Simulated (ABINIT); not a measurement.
# PtS2: single point with PBE

Crystal: PtS2.

```
Pt S
1.0
     3.54320    0.00000    0.00000
    -1.77160    3.06850    0.00000
     0.00000    0.00000    5.03880
Pt S
1 2
Direct
  0.00000 0.00000 0.00000
  0.66667 0.33333 0.77300
  0.33333 0.66667 0.22700
```

- Program: ABINIT 10.8.3 (patched build)
- Task: single point
- Functional: PBE
- Potentials or basis: PseudoDojo NC SR PBE v0.4.1 standard
- Cutoff: 952 eV
- k mesh: 7 × 7 × 4
- Occupations: fermi-dirac, width 0.05 eV
- Spin: no spin polarisation

* Largest force: 1.242 eV/Å
* Band gap on the k mesh: 0.83 eV, indirect (least direct gap 1.01 eV)
* Valence electrons inside the program's atomic spheres: Pt 14.49; S 3.92

Forces in eV/Å, atoms in the order of the input:
```
Pt   0.000  0.000  0.000
S    0.000  0.000 -1.242
S    0.000  0.000  1.242
```

Levels at points of the mesh, in eV from the valence-band top:
```
           k point  band 12  band 13  band 14  band 15  band 16  band 17  band 18  band 19
(0.00, 0.00, 0.00)    -1.73    -1.10    -1.10    -0.07     2.51     2.51     4.83     5.81
(0.00, 0.00, 0.50)    -2.43    -1.28    -1.28    -0.85     2.98     2.98     5.50     7.59
```

It took 2.1 min on 1 thread of Arm Neoverse N1, with other jobs on the host, peak memory 0.1 GiB.

Caveat: spin-orbit coupling is left out, which moves the levels of the heavy elements; an odd mesh through Γ misses points on the zone boundary, where band edges often lie; forces of over 1 eV/Å show positions far from the minimum, so gaps and moduli don't describe the material at rest.
